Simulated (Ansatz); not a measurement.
Write the native input for Ansatz 0.2.0 that does the following.

- Task: single point
- Functional: PBE
- Potentials or basis: Ansatz PAW
- Cutoff: 420 eV (not typed: the program's choice for these potentials)
- k mesh: 7 × 7 × 6
- Occupations: fermi-dirac, width 0.05 eV
- Spin: no spin polarisation

The system is PbSe.

```xyz
4
Lattice="2.1549 -6.1339 0.0000 2.1549 6.1339 0.0000 0.0000 0.0000 4.4505" Properties=species:S:1:pos:R:3 pbc="T T T"
Pb    2.1523    1.6008    1.0998
Pb    2.1617   -1.6140    3.3579
Se    2.1447    4.4504    1.1187
Se    2.1941   -4.3884    3.3477
```

The cell comes from a database or a generator and needn't be the stable form of this composition.

The cell isn't the ideal one: atoms moved at random, drawn with an rms of 0.05 Å.

The input as run:

input.yaml

```yaml
crystal:
  lattice:
    - [2.15487659, -6.13394735, 0.0]
    - [2.15487659, 6.13394735, 0.0]
    - [0.0, 0.0, 4.45049357]
  atoms:
    - { symbol: Pb, position: [0.368904, 0.629882, 0.247111] }
    - { symbol: Pb, position: [0.633151, 0.37003, 0.754509] }
    - { symbol: Se, position: [0.134879, 0.860419, 0.251367] }
    - { symbol: Se, position: [0.866813, 0.151385, 0.752203] }
hamiltonian:
  xc: pbe
  pseudopotentials: { kind: paw }
kpoints:
  mp_grid: { grid: [7, 7, 6] }
scf:
  occupations: { method: fermi_dirac, width: 0.05 }
output:
  forces: true
  stress: true
  eigenvalues: true
```

Potentials or basis: Ansatz PAW.

Run with:

```bash
$ ansatz run input.yaml --threads 2 --pin off --max-ram 5120MiB --backend cpu --events-out ev --progress --plain --runs-dir out
```

It gave:

```
Pressure               : 1.1 GPa
Largest force          : 0.321 eV/Å
Band gap on the k mesh : 1.00 eV, indirect (least direct gap 1.02 eV)
```

Caveat: odd divisions of the mesh miss points on the zone boundary, where band edges often lie, so the gap on the mesh can be too wide; spin-orbit coupling is left out, which as a rule narrows the gap of such compounds by several tenths of an eV.

It took 20 s on 2 threads of AMD EPYC 7B13 (Zen 3) (shared host), peak memory 0.75 GiB.
